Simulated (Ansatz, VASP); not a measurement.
**Two plane-wave programs on SiO2**

INCAR

```
SYSTEM = SiO2
PREC = Accurate
ENCUT = 520
EDIFF = 1E-7
ISMEAR = 0
SIGMA = 0.05
LREAL = .FALSE.
LASPH = .TRUE.
NELM = 60
ALGO = Normal
ISIF = 2
LWAVE = .FALSE.
LCHARG = .FALSE.
NBANDS = 25
```

KPOINTS

```
Automatic mesh
0
G
  6 6 8
  0 0 0
```

The input POSCAR:

```
SiO2
1.0
    4.1551517022      0.0000000000      0.0000000000
    0.0000000000      4.1551517022      0.0000000000
    0.0000000000      0.0000000000      2.4697000000
Si O
2 4
Direct
    0.5000000000      0.5000000000      0.5000000000
    0.0000000000      0.0000000000      0.0000000000
    0.6944252994      0.6944252994      0.0000000000
    0.1944252994      0.8055747006      0.5000000000
    0.3055747006      0.3055747006      0.0000000000
    0.8055747006      0.1944252994      0.5000000000
```

Input for Ansatz:

```yaml
crystal:
  lattice:
    - [4.1551517022, 0.0, 0.0]
    - [0.0, 4.1551517022, 0.0]
    - [0.0, 0.0, 2.4697]
  atoms:
    - { symbol: Si, position: [0.5, 0.5, 0.5] }
    - { symbol: Si, position: [0.0, 0.0, 0.0] }
    - { symbol: O, position: [0.6944252994, 0.6944252994, 0.0] }
    - { symbol: O, position: [0.1944252994, 0.8055747006, 0.5] }
    - { symbol: O, position: [0.3055747006, 0.3055747006, 0.0] }
    - { symbol: O, position: [0.8055747006, 0.1944252994, 0.5] }
basis:
  ecutwfc: 520.0
kpoints:
  mp_grid: { grid: [6, 6, 8] }
hamiltonian:
  xc: lda
  pseudopotentials: { kind: paw, azcp: { folder: soft_1 } }
scf:
  occupations: { method: gaussian, width: 0.05 }
output:
  forces: true
  stress: true
  eigenvalues: true
```

Alike in both runs: task single point; functional LDA; k mesh 6 × 6 × 8; occupations gaussian, width 0.05 eV; no spin polarisation.

|  | VASP | Ansatz |
| --- | --- | --- |
| version | VASP 6.6.1 | Ansatz 0.2.0 |
| potentials or method | VASP PAW LDA potentials, release 64 (Si, O) | scalar-relativistic, plane waves, PAW |
| plane-wave cutoff (eV) | 520 | 520 |
| valence electrons in the cell | 32 | 32 |

VASP gave:

| Property | Result |
| --- | --- |
| gap on the k mesh at the Fermi level (eV) | 7.38 |
| least direct gap on the mesh (eV) | 7.38 |
| rms of the force components (eV/Å) | 0.194 |

Problem. What did Ansatz give for the same quantities?

Solution. gap on the k mesh at the Fermi level (eV): 7.39; least direct gap on the mesh (eV): 7.39; rms of the force components (eV/Å): 0.157.

Atom by atom the forces differ by 0.037 eV/Å (rms over components). Ansatz warned: «pseudo_functional_mismatch».

 A k mesh can miss the band edges. Expect the measured gap to be larger: semilocal functionals such as LDA lack the derivative discontinuity.
